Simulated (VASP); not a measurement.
# Cd (R-3m) in VASP: equation of state, part 2 of 2

VASP 6.6.1. The steps go on from the part before.

### 7 Equation of state, PBE, 23.26 Å³/atom (volume scaled by 1.06)

INCAR reads:

```
SYSTEM = Cd
  PREC = Accurate
  ENCUT = 520
  EDIFF = 1E-7
  ISMEAR = -1
  SIGMA = 0.05
  LREAL = .FALSE.
  LASPH = .TRUE.
  NELM = 100
  ALGO = Normal
  ISIF = 2
  LWAVE = .FALSE.
  LCHARG = .FALSE.
  GGA = PE
  NBANDS = 12
```

KPOINTS reads:

```
Automatic mesh
0
G
  10 10 10
  0 0 0
```

POSCAR reads:

```
Cd
1.0
    1.6395671417      0.9466045306      2.4973248490
   -1.6395671417      0.9466045306      2.4973248490
    0.0000000000     -1.8932090613      2.4973248490
Cd
1
Direct
    0.0000000000      0.0000000000      0.0000000000
```

Potentials or basis: VASP PAW PBE potentials, release 64 (Cd).

On the command line:

```
$ cat potpaw_PBE.64/Cd/POTCAR > POTCAR
$ mpirun -np 1 vasp_std > vasp.out
```

OUTCAR:

```text
SYSTEM = Cd
   PREC = Accurate
   ENCUT = 520
   EDIFF = 1E-7
   ISMEAR = -1
   LREAL = .FALSE.
   LASPH = .TRUE.
   NELM = 100
   ISIF = 2
   GGA = PE

 ion  position               nearest neighbor table
   1  0.000  0.000  0.000-

  LATTYP: Found a trigonal (rhomboedric) cell.
 ALAT       =     3.1338270455
 COS(alpha) =     0.4525576903

  Lattice vectors:

 A1 = (   1.6395671417,   0.9466045306,   2.4973248490)
 A2 = (  -1.6395671417,   0.9466045306,   2.4973248490)
 A3 = (   0.0000000000,  -1.8932090613,   2.4973248490)

Analysis of symmetry for initial positions (statically):
=====================================================================
 Subroutine PRICEL returns:
 Original cell was already a primitive cell.

 Routine SETGRP: Setting up the symmetry group for a
 trigonal (rhombohedral) supercell.

 Subroutine GETGRP returns: Found 12 space group operations
 (whereof 12 operations were pure point group operations)
 out of a pool of 12 trial point group operations.

The static configuration has the point symmetry D_3d.

Analysis of symmetry for dynamics (positions and initial velocities):
=====================================================================
 Subroutine PRICEL returns:
 Original cell was already a primitive cell.

 Routine SETGRP: Setting up the symmetry group for a
 trigonal (rhombohedral) supercell.

 Subroutine GETGRP returns: Found 12 space group operations
 (whereof 12 operations were pure point group operations)
 out of a pool of 12 trial point group operations.

The dynamic configuration has the point symmetry D_3d.

 Subroutine INISYM returns: Found 12 space group operations
 (whereof 12 operations are pure point group operations),
 and found     1 'primitive' translations

----------------------------------------------------------------------------------------

                                     Primitive cell

  volume of cell :      23.2554

  direct lattice vectors                    reciprocal lattice vectors
     1.639567142  0.946604531  2.497324849     0.304958539  0.176067895  0.133476161
    -1.639567142  0.946604531  2.497324849    -0.304958539  0.176067895  0.133476161
     0.000000000 -1.893209061  2.497324849     0.000000000 -0.352135789  0.133476161

  length of vectors
     3.133827045  3.133827045  3.133827046     0.376583987  0.376583987  0.376583987

  position of ions in fractional coordinates (direct lattice)
     0.000000000  0.000000000  0.000000000

  ion indices of the primitive-cell ions
   primitive index   ion index
                 1           1

----------------------------------------------------------------------------------------

 KPOINTS: Automatic mesh

Automatic generation of k-mesh.
 Grid dimensions read from file:
 generate k-points for:   10   10   10

 Generating k-lattice:

  Cartesian coordinates                     Fractional coordinates (reciprocal lattice)
     0.030495854  0.017606789  0.013347616     0.100000000 -0.000000000  0.000000000
    -0.030495854  0.017606789  0.013347616    -0.000000000  0.100000000  0.000000000
     0.000000000 -0.035213579  0.013347616     0.000000000  0.000000000  0.100000000

  Length of vectors
     0.037658399  0.037658399  0.037658399

  Shift w.r.t. Gamma in fractional coordinates (k-lattice)
     0.000000000  0.000000000  0.000000000

 Subroutine IBZKPT returns following result:
 ===========================================

 Found    116 irreducible k-points:

 Following reciprocal coordinates:
            Coordinates               Weight
  0.000000  0.000000  0.000000      1.000000
  0.100000  0.000000 -0.000000      6.000000
  0.200000  0.000000 -0.000000      6.000000
  0.300000  0.000000 -0.000000      6.000000
  0.400000 -0.000000  0.000000      6.000000
  0.500000  0.000000 -0.000000      3.000000
[... 42 lines left out ...]
  0.300000  0.300000  0.100000      6.000000
  0.400000  0.300000  0.100000     12.000000
 [... further k-points ...]
   k-points           NKPTS =    116   k-points in BZ     NKDIM =    116   number of bands    NBANDS=     12
   number of dos      NEDOS =    301   number of ions     NIONS =      1
   total plane-waves  NPLWV =  13824
   dimension x,y,z NGX =    24 NGY =   24 NGZ =   24
   dimension x,y,z NGXF=    48 NGYF=   48 NGZF=   48
   ions per type =               1
   NGX,Y,Z   is equivalent  to a cutoff of  12.73, 12.73, 12.73 a.u.
   NGXF,Y,Z  is equivalent  to a cutoff of  25.46, 25.46, 25.46 a.u.
 SYSTEM =  Cd
   PREC   = accura    normal or accurate (medium, high low for compatibility)
   ISTART =      0    job   : 0-new  1-cont  2-samecut
   ICHARG =      2    charge: 1-file 2-atom 10-const
   ISPIN  =      1    spin polarized calculation?
   LNONCOLLINEAR =      F non collinear calculations
   LSORBIT =      F    spin-orbit coupling
   LASPH  =      T    aspherical Exc in radial PAW
   ENCUT  =  520.0 eV  38.22 Ry    6.18 a.u.   5.83  5.83  5.83*2*pi/ulx,y,z
   NELM   =    100;   NELMIN=  2; NELMDL= -5     # of ELM steps
   EDIFF  = 0.1E-06   stopping-criterion for ELM
   LREAL  =      F    real-space projection
   EDIFFG = 0.1E-05   stopping-criterion for IOM
   NSW    =      0    number of steps for IOM
   IBRION =     -1    ionic relax: 0-MD 1-quasi-New 2-CG
   NFREE  =      0    steps in history (QN), initial steepest desc. (CG)
   ISIF   =      2    stress and relaxation
   ISYM   =      2    0-nonsym 1-usesym 2-fastsym
   POTIM  = 0.5000    time-step for ionic-motion
   TEBEG  =    0.0;   TEEND  =   0.0 temperature during run
   PSTRESS=    0.0 pullay stress
   NELECT =      12.0000    total number of electrons
   NUPDOWN=      -1.0000    fix difference up-down
   EMIN   =  10.00;   EMAX   =-10.00  energy-range for DOS
   EFERMI =   0.00;   METHOD = LEGACY
   ISMEAR =    -1;   SIGMA  =   0.05  broadening in eV -4-tet -1-fermi 0-gaus
   EFERMI_NEDOS =   21; number of points for ismear=-14 and -15
   IALGO  =     38    algorithm
   IMIX   =      4    mixing-type and parameters
     AMIX     =   0.40;   BMIX     =  1.00
     AMIX_MAG =   1.60;   BMIX_MAG =  1.00
  volume/ion in A,a.u.               =      23.26       156.94
  Fermi-wavevector in a.u.,A,eV,Ry     =   1.313088  2.481377 23.459173  1.724201
  Thomas-Fermi vector in A             =   2.443435
   LORBIT       =      0    0 simple, 1 ext, 2 COOP (PROOUT), +10 PAW based schemes
   GGA     = PE    functional components
   LHFCALC =     F    Hartree Fock is set to
   AEXX    =    0.0000 exact exchange contribution
   IVDW    =     0    specifies the selected vdW correction
   LEPSILON=     F    determine dielectric tensor
   LRPA    =     F    only Hartree local field effects (RPA)
 non-spin polarized calculation
  energy-cutoff  :      520.00
  volume of cell :       23.26
 maximum number of plane-waves:       638
   NGX = 11   NGY = 11   NGZ = 11

 number of electron      12.0000002 magnetization

 Free energy of the ion-electron system (eV)
  ---------------------------------------------------
  ext. energy  EPLUGINS =         0.00000000
  ---------------------------------------------------
  free energy    TOTEN  =        -0.74414053 eV

  energy without entropy =       -0.74205770  energy(sigma->0) =       -0.74309911

 E-fermi :   2.3888     XC(G=0): -10.6518

 val. band max:        2.3389465018   @ k =   0.5000   0.1000   0.1000
 cond. band min:       2.5230573140   @ k =  -0.4000   0.1000   0.0000
 fundamental gap:      0.1841108122
 Fermi energy:         2.3888458045

 k-point     1 :       0.0000    0.0000    0.0000
  band No.  band energies     occupation
      1      -6.6713      2.00000
      2      -6.6713      2.00000
      3      -6.4733      2.00000
      4      -6.1775      2.00000
      5      -6.1775      2.00000
      6      -5.9267      2.00000
      7      15.6235      0.00000
      8      15.9920      0.00000
      9      15.9920      0.00000
     10      18.7807      0.00000
     11      19.3936      0.00000
     12      19.3936      0.00000
[... 571 lines left out ...]
 k-point    40 :      -0.1000    0.1000    0.1000
  band No.  band energies     occupation
      1      -6.7334      2.00000
      2      -6.5558      2.00000
      3      -6.4096      2.00000
      4      -6.3023      2.00000
      5      -6.1057      2.00000
      6      -4.9955      2.00000
      7      11.2734      0.00000
      8      13.4246      0.00000
      9      14.4090      0.00000
     10      17.7729      0.00000
     11      19.0122      0.00000
     12      22.2634      0.00000

 [... further k-points ...]

------------------------ aborting loop because EDIFF is reached ----------------------------------------

  FORCE on cell =-STRESS in cart. coord.  units (eV):
  Direction    XX          YY          ZZ          XY          YZ          ZX
  --------------------------------------------------------------------------------------
  -------------------------------------------------------------------------------------
  Total       -0.0872289     -0.0872289     -0.0034905      0.0000000      0.0000000      0.0000000
  in kB       -6.0096162     -6.0096162     -0.2404798      0.0000000      0.0000000      0.0000000
  external PRESSURE =      -4.0865707 kB  Pullay stress =       0.0000000 kB

 VOLUME and BASIS-vectors are now :
 -----------------------------------------------------------------------------
  energy-cutoff  :      520.00
  volume of cell :       23.26
      direct lattice vectors                 reciprocal lattice vectors
     1.639567142  0.946604531  2.497324849     0.304958539  0.176067895  0.133476161
    -1.639567142  0.946604531  2.497324849    -0.304958539  0.176067895  0.133476161
     0.000000000 -1.893209061  2.497324849     0.000000000 -0.352135789  0.133476161

 POSITION                                       TOTAL-FORCE (eV/Angst)
 -----------------------------------------------------------------------------------
      0.00000      0.00000      0.00000         0.000000     -0.000000      0.000000
 -----------------------------------------------------------------------------------
    total drift:                                0.000000     -0.000000      0.000000

  FREE ENERGIE OF THE ION-ELECTRON SYSTEM (eV)
  ---------------------------------------------------
  free  energy   TOTEN  =        -0.7441405292 eV

  energy  without entropy=       -0.7420576969  energy(sigma->0) =       -0.74309911
```

stdout:

```text
POSCAR found type information on POSCAR Cd
 POSCAR found :  1 types and       1 ions
 scaLAPACK will be used
 LDA part: xc-table for (Slater+PW92), standard interpolation
 POSCAR, INCAR and KPOINTS ok, starting setup
 FFT: planning ... GRIDC
 FFT: planning ... GRID_SOFT
 FFT: planning ... GRID
 WAVECAR not read
 entering main loop
```

Wall time 11 s (1 thread of Intel Xeon Platinum 8488C (Sapphire Rapids), shared host); peak memory 0.15 GiB.

What came out:

* Free energy: -0.7441 eV
* Pressure: -0.4 GPa
* Band gap on the k mesh: none (metal or under the smearing width)

### 8 Equation of state, PBE

Potentials or basis: VASP PAW PBE potentials, release 64 (Cd).

This step only gathers the single runs of the series.

Results:

```yaml
Equilibrium_volume: 23.03 Å³/atom
Bulk_modulus_at_fixed_shape_and_positions: 43 GPa
Pressure_derivative_of_the_bulk_modulus: 5.5
```

Energy against volume, from the lowest point:
| volume (Å³/atom) | energy (meV/atom) |
| --- | --- |
| 20.623 | 42.12 |
| 21.062 | 26.82 |
| 21.500 | 15.37 |
| 21.939 | 7.34 |
| 22.378 | 2.33 |
| 22.817 | 0.00 |
| 23.255 | 0.02 |

Caveat: the cell was scaled at fixed shape and fractional positions, which overstates the stiffness of a crystal with free parameters, most of all of layers and chains.
